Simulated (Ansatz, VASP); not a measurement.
Given: the input of a run of VASP 6.6.1 on KI. 

INCAR

```
SYSTEM = KI
ALGO = Normal
EDIFF = 1E-6
ENCUT = 550
GGA = PE
ISIF = 2
ISMEAR = 0
LASPH = .TRUE.
LCHARG = .FALSE.
LREAL = .FALSE.
LWAVE = .FALSE.
NBANDS = 15
NELM = 60
PREC = Accurate
SIGMA = 0.1
```

Contents of KPOINTS:

```
k-points
0
G
  7 7 7
  0 0 0
```

File POSCAR:

```
KI
4.9961
    0.000000000000      0.707106543104      0.707106543104
    0.707106543104      0.000000000000      0.707106543104
    0.707106543104      0.707106543104      0.000000000000
I K
1 1
Direct
    0.5000000000      0.5000000000      0.5000000000
    0.0000000000      0.0000000000      0.0000000000
```

Potentials or basis: VASP PAW PBE potentials, release 64 (I_GW, K_sv_GW).

The run is started by

```sh
$ cat potpaw_PBE.64/I_GW/POTCAR potpaw_PBE.64/K_sv_GW/POTCAR > POTCAR
$ mpirun -np 1 vasp_std > vasp.out
```

**Question.** Set up the same calculation for Ansatz 0.2.0. Potentials or basis there: all-electron LAPW, scalar-relativistic.

**Answer.** As run (cutoffs and basis follow the program's own potentials, and thresholds, step limits or extra output files can differ):

The input input.yaml:

```yaml
crystal:
  lattice:
    - [0.0, 3.532775, 3.532775]
    - [3.532775, 0.0, 3.532775]
    - [3.532775, 3.532775, 0.0]
  atoms:
    - { symbol: I, position: [0.5, 0.5, 0.5] }
    - { symbol: K, position: [0.0, 0.0, 0.0] }
kpoints:
  mp_grid: { grid: [7, 7, 7] }
scf:
  occupations: { method: gaussian, width: 0.1 }
hamiltonian:
  xc: pbe
  pseudopotentials: { kind: all_electron, lapw: { basis_error: 0.001 } }
output:
  forces: true
  stress: true
  eigenvalues: true
```

Potentials or basis: all-electron LAPW, scalar-relativistic.

Run with:

```console
$ ansatz run input.yaml --threads 1 --pin off --max-ram 3072MiB --backend cpu --events-out ev --progress --plain --runs-dir out
```

Both were run:

|  | VASP | Ansatz |
| --- | --- | --- |
| Pressure | 0.6 GPa | 0.6 GPa |

Where Ansatz's input types no cutoff or centring, it takes its own default and a Γ-centred mesh.

Pressure is positive in compression.
